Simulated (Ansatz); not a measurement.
Born–Oppenheimer molecular dynamics of a periodic cell of 16 atoms, WC (start crystal WC, start structure P-6m2, volume 1.15 times the crystal's). It starts from a structure without forces on its atoms.

These are results of Ansatz 0.2.0, DFT PBE, scalar-relativistic, plane waves, PAW, not measurements. Settings: PAW set soft_1, cutoff 420 eV, k mesh 2x2x2, fermi-dirac smearing 0.24 eV, no spin polarisation.

| Quantity | Value |
| --- | --- |
| ensemble | NVT, Langevin thermostat |
| time step | 0.75 fs |
| steps asked | 200 |
| set temperature | 2800 K |
| friction | 0.02 /fs |
| seed | 296019 |

First frame:

```xyz
16
Lattice="-2.9714 -5.1466 0.0000 4.4571 -2.5733 0.0000 0.0000 0.0000 5.8387" Properties=species:S:1:pos:R:3
W 0.000 -5.147 0.000
C 1.486 -4.289 1.460
W 0.000 -5.147 2.919
C 1.486 -4.289 4.379
W -1.486 -2.573 0.000
C 0.000 -1.716 1.460
W -1.486 -2.573 2.919
C 0.000 -1.716 4.379
W 1.486 -2.573 0.000
C 2.971 -1.716 1.460
W 1.486 -2.573 2.919
C 2.971 -1.716 4.379
W 0.000 0.000 0.000
C -1.486 -4.289 1.460
W 0.000 0.000 2.919
C -1.486 -4.289 4.379
```

(1) What does the run give?

(2) What happens to the structure?

(3) How do temperature and energy run in time?

## Answers

(1) The run went to its last step.

```yaml
steps_done: 200
time_covered: 150 fs
mean_temperature_over_the_second_half: 2791 K
spread_of_the_potential_energy_over_the_second_half: 29.6 meV per atom
mean_potential_energy_of_the_second_half_above_the_start: 397.1 meV per atom
```

A run of 0.15 ps of so small a system gives no equilibrium averages. Limits of this set-up: coarse k mesh.

(2) Mean squared displacements from the first frame to the last, about the centre of mass: W 0.03 Å², C 0.09 Å². The details hang on the random start.

(3) 
```
time (fs)  T (K)  potential energy less start (eV)
        0   2625                             0.000
      4.5   2336                             0.512
        9   2145                             1.765
     13.5   1702                             2.918
       18   1730                             3.113
     22.5   1970                             3.375
       27   1636                             3.717
     31.5   2198                             3.782
       36   2545                             3.878
     40.5   2658                             4.726
       45   1980                             6.479
     49.5   1294                             7.721
       54   1564                             7.689
     58.5   2223                             6.639
       63   3019                             5.432
     67.5   3410                             5.351
       72   2693                             6.158
     76.5   2532                             6.345
       81   2338                             6.057
     85.5   2797                             5.784
       90   3297                             5.716
     94.5   3237                             5.849
       99   2901                             5.960
    103.5   2748                             6.083
      108   2178                             6.447
    112.5   2218                             6.601
      117   2466                             6.587
    121.5   2586                             6.181
      126   2402                             6.101
    130.5   3074                             6.328
      135   3459                             6.767
    139.5   2910                             7.298
      144   2386                             7.390
    148.5   2711                             6.610
```

Time of the run: 19 min on 1 thread of Arm Neoverse V1 (shared host), peak memory 0.57 GiB.
